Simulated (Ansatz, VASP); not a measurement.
# One calculation of H8Os3, two programs

```xyz
11
Lattice="5.2389 0.0000 0.0000 0.0000 5.2389 0.0000 0.0000 0.0000 5.2389" Properties=species:S:1:pos:R:3 pbc="T T T"
H     1.0454    0.0000    0.0000
H     4.1935    0.0000    0.0000
H     0.0000    1.0454    0.0000
H     0.0000    4.1935    0.0000
H     0.0000    0.0000    1.0454
H     0.0000    0.0000    4.1935
H     0.0000    0.0000    0.0000
H     2.6194    2.6194    2.6194
Os    2.6194    0.0000    0.0000
Os    0.0000    2.6194    0.0000
Os    0.0000    0.0000    2.6194
```

Alike in both runs: functional PBE; k mesh 8 × 8 × 8; occupations gaussian, width 0.1 eV; no spin polarisation.

Ansatz relaxed the structure, and its values are those at the end. VASP's run is a single point on that final structure, the one shown.

|  | VASP | Ansatz |
| --- | --- | --- |
| version | VASP 6.6.1 | Ansatz 0.2.0 |
| potentials or method | VASP PAW PBE potentials, release 64 (H, Os) | scalar-relativistic, plane waves, PAW |
| plane-wave cutoff (eV) | 520 | 420 |
| valence electrons in the cell | 32 | 56 |

|  | VASP | Ansatz | Ansatz less VASP |
| --- | --- | --- | --- |
| gap on the k mesh at the Fermi level (eV) | none | none | - |
| pressure (GPa) | 0.4 | 0.0 | -0.36 |
| rms of the force components (eV/Å) | 0.051 | 0.002 | -0.0493 |

A gap of «none» marks a metal or a gap that the smearing closes. The two sets of potentials don't hold the same shells in valence.

The runs have no spin-orbit coupling, so splittings on Os are missing.
